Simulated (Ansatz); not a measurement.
## TaN under strains and displacements

Theory: DFT PBE, scalar-relativistic, plane waves, PAW (Ansatz 0.2.0).

Cutoff 420 eV; k points 16×16×16 on the computed 2-atom cell (Γ-centred); Gaussian smearing, width 0.10 eV; no spin polarisation.

Reference cell:

```xyz
2
Lattice="0.0000 2.1790 2.1790 2.1790 0.0000 2.1790 2.1790 2.1790 0.0000" Properties=species:S:1:pos:R:3 pbc="T T T"
Ta    2.1790    2.1790    2.1790
N     0.0000    0.0000    0.0000
```

Each variant moves atoms of this cell by the vectors given, if any (Å), and then applies a symmetric strain (tensor components, Cartesian axes). The reference cell isn't relaxed at this level. Energies are per atom at zero smearing, counted from the lowest variant. Pressure is positive in compression.

1. strain (xx yy zz yz xz xy, %) -0.92 -0.92 -0.92 0.00 0.00 0.00
2. strain (xx yy zz yz xz xy, %) 2.52 2.52 2.52 0.00 0.00 0.00
3. strain (xx yy zz yz xz xy, %) 3.86 3.86 3.86 0.00 0.00 0.00
4. strain (xx yy zz yz xz xy, %) -0.89 -0.89 -0.89 0.00 0.00 0.00

```json
{"result": "A", "ΔE (meV/atom)": "41.8", "P (GPa)": "26.13"}
{"result": "B", "ΔE (meV/atom)": "43.4", "P (GPa)": "-20.48"}
{"result": "C", "ΔE (meV/atom)": "40.4", "P (GPa)": "25.74"}
{"result": "D", "ΔE (meV/atom)": "0.0", "P (GPa)": "-10.41"}
```

(1) Which variant gave which result?

Spin–orbit coupling is left out, which can shift energies with elements as heavy as these.

Answers

(1) A is 1, B is 3, C is 4, D is 2. The pressure falls as the cell grows: from the smallest volume to the largest the variants are 1, 4, 2, 3.

This rock-salt form isn't the usual stable structure of the compound.